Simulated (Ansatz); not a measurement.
Runs of Ansatz 0.2.0 on SiNi3. The structure is cubic, space group Pm-3m (No. 221). The conventional cell has a = 3.542 Å, b = 3.542 Å, c = 3.542 Å, α = 90.00°, β = 90.00°, γ = 90.00°. Ni (site symmetry 4/mmm) is surrounded by 8 Ni at 2.50 Å and 4 Si at 2.50 Å. Si (site symmetry m-3m) has 12 Ni at 2.50 Å as nearest neighbours. 

```tsv
task	spin	fixed moment (μB)	cell	k mesh	target pressure (GPa)	gap on the mesh (eV)	pressure (GPa)	moment (μB)
single point	collinear, ferromagnetic start	0.8	as given	6 × 6 × 6	-	-	-5.2	0.80
single point	collinear, ferromagnetic start	2.2	as given	6 × 6 × 6	-	-	-1.5	2.20
relaxation of cell and atoms	collinear, ferromagnetic start	-	relaxed to 5 GPa	8 × 8 × 8	5	none	5.0	0.00
relaxation of cell and atoms	collinear, ferromagnetic start	-	relaxed to 20 GPa	8 × 8 × 8	20	none	20.0	0.00
single point	collinear, ferromagnetic start	1.5	as given	6 × 6 × 6	-	-	-3.7	1.50
single point	collinear, ferromagnetic start	3.0	as given	6 × 6 × 6	-	-	1.7	3.00
relaxation of cell and atoms	collinear, ferromagnetic start	-	relaxed to 10 GPa	8 × 8 × 8	10	none	10.0	0.00
single point	collinear, ferromagnetic start	4.5	as given	6 × 6 × 6	-	-	(a)	4.50
single point	collinear, program default start	0.0	as given	6 × 6 × 6	-	-	(b)	0.00
relaxation of cell and atoms	collinear, ferromagnetic start	-	relaxed to 2 GPa	8 × 8 × 8	2	none	2.0	0.00
relaxation of cell and atoms	collinear, ferromagnetic start	-	relaxed to 30 GPa	8 × 8 × 8	30	none	30.0	0.00
single point	collinear, ferromagnetic start	3.8	as given	6 × 6 × 6	-	-	6.9	3.80
```

Alike in all rows: level PBE; potentials or basis Ansatz PAW; cutoff (eV) 420; smearing fermi-dirac 0.05 eV.

Estimate the missing entries.

(a) 12.2; (b) -6.0.

Caveats: the total moment is fixed, so each spin has its own Fermi level (some runs); the thresholds are loose for stress (some runs); the plane-wave basis is chosen anew once the cell has moved, so the energies of steps on either side of that aren't comparable (some runs); the starting moments weren't kept (some runs).

A gap of «none» marks a metal or a gap under the smearing width.
